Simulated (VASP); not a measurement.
Write the native input for VASP 6.6.1 that does the following.

```yaml
Task: single point
Functional: PBE
Potentials_or_basis: VASP PAW PBE potentials, release 64 (H, Mg)
Cutoff: 520 eV
k_mesh: 4 × 4 × 6
Occupations: fermi-dirac, width 0.1 eV
Spin: no spin polarisation
Dipole_correction: no
Further_INCAR_settings: ALGO = Normal; EDIFF = 1e-06; NBANDS = 13
```

The structure of MgH2 lies in POSCAR:

```
MgH2
1.0
    4.4836760000      0.0000000000      0.0000000000
    0.0000000000      4.4836760000      0.0000000000
    0.0000000000      0.0000000000      2.9983490000
H Mg
4 2
Direct
    0.3060000000      0.3060000000      0.0000000000
    0.1940000000      0.8060000000      0.5000000000
    0.6940000000      0.6940000000      0.0000000000
    0.8060000000      0.1940000000      0.5000000000
    0.0000000000      0.0000000000      0.0000000000
    0.5000000000      0.5000000000      0.5000000000
```

The input as run:

INCAR

```
SYSTEM = MgH2
PREC = Accurate
ENCUT = 520
EDIFF = 1E-6
ISMEAR = -1
SIGMA = 0.1
LREAL = .FALSE.
LASPH = .TRUE.
NELM = 60
ALGO = Normal
ISIF = 2
LWAVE = .FALSE.
LCHARG = .FALSE.
GGA = PE
NBANDS = 13
```

KPOINTS

```
Automatic mesh
0
G
  4 4 6
  0 0 0
```

Potentials or basis: VASP PAW PBE potentials, release 64 (H, Mg).

Launch:

```sh
$ cat potpaw_PBE.64/H/POTCAR potpaw_PBE.64/Mg/POTCAR > POTCAR
$ mpirun -np 1 vasp_std > vasp.out
```

Results of the run:

| Property | Result |
| --- | --- |
| Pressure | 0.8 GPa |
| Largest force | 0.069 eV/Å |
| Band gap on the k mesh | 3.97 eV, indirect (least direct gap 4.73 eV) |

It took 10 s on 1 thread of AMD EPYC 9R45 (Zen 5), with other jobs on the host, peak memory 0.14 GiB.
